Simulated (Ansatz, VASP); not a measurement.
**Pd in VASP and in Ansatz**

```xyz
3
Lattice="4.3915 0.0000 0.0000 -2.1957 3.8031 0.0000 0.0000 0.0000 2.6225" Properties=species:S:1:pos:R:3 pbc="T T T"
Pd    1.4638    0.0000    0.8742
Pd   -0.7319    1.2677    1.7483
Pd    1.4638    2.5354    0.0000
```

Alike in both runs: functional PBEsol; k mesh 6 × 6 × 4; occupations gaussian, width 0.1 eV; no spin polarisation.

Ansatz relaxed the structure, and its values are those at the end. VASP's run is a single point on that final structure, the one shown.

```csv
,VASP,Ansatz
version,VASP 6.6.1,Ansatz 0.2.0
potentials or method,"VASP PAW PBE potentials, release 64 (Pd)","scalar-relativistic, plane waves, PAW"
plane-wave cutoff (eV),520,420
valence electrons in the cell,30,54
```

|  | VASP | Ansatz | Ansatz less VASP |
| --- | --- | --- | --- |
| gap on the k mesh at the Fermi level (eV) | none | none | - |
| pressure (GPa) | -0.3 | 0.0 | +0.33 |

A gap of «none» marks a metal or a gap that the smearing closes. The two sets of potentials don't hold the same shells in valence.

Caveats: the k mesh is coarse (spacing up to 0.60 Å⁻¹), so the values aren't converged; the PAW data sets were made with another functional, which shifts forces and pressure a little (VASP).
